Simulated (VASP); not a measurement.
The system is Si.

```
Si
1.0
    -3.30182    3.34189    1.84828
     3.31619   -3.42583    2.01835
     3.24330    3.36731   -1.99349
Si
4
Direct
  0.82120 0.17880 0.00000
  0.17880 0.82120 0.00000
  0.82120 0.82120 0.64240
  0.17880 0.17880 0.35760
```

The cell isn't the ideal one: cell strained at random at fixed volume.

| Property | Result |
| --- | --- |
| Program | VASP 6.6.1 |
| Task | relaxation of the atoms |
| Functional | RPBE |
| Potentials or basis | VASP PAW PBE potentials, release 64 (Si) |
| Cutoff | 520 eV |
| k mesh | 8 × 8 × 8 |
| Occupations | gaussian, width 0.05 eV |
| Spin | no spin polarisation |

At the start: pressure 2.7 GPa; volume 21.26 Å³/atom.

Q: Where does the relaxation end?

A: Over 14 steps the energy falls by 4.1 meV/atom; space group P-1 (No. 2, to 0.05 Å).

Step by step:
```tsv
step	energy change (eV)	largest force (eV/Å)	pressure (GPa)
1	0.0000	0.4559	2.73
2	-0.0137	0.2368	2.57
3	-0.0140	0.2008	2.55
4	-0.0157	0.1131	2.54
5	-0.0157	0.0969	2.54
6	-0.0160	0.0696	2.53
7	-0.0161	0.0469	2.53
8	-0.0162	0.0312	2.52
9	-0.0163	0.0454	2.52
10	-0.0164	0.0326	2.52
11	-0.0164	0.0271	2.52
12	-0.0165	0.0191	2.52
13	-0.0165	0.0191	2.52
14	-0.0165	0.0093	2.52
```

Final structure:
```
CELL_PARAMETERS angstrom
-3.30182 3.34189 1.84828
3.31619 -3.42583 2.01835
3.24330 3.36731 -1.99349
ATOMIC_POSITIONS crystal
Si 0.82120 0.17880 0.00000
Si 0.16926 0.80905 0.99335
Si 0.82171 0.81743 0.63933
Si 0.17024 0.17194 0.35395
```

Caveat: the PAW data sets were made with another functional, which shifts forces and pressure a little.
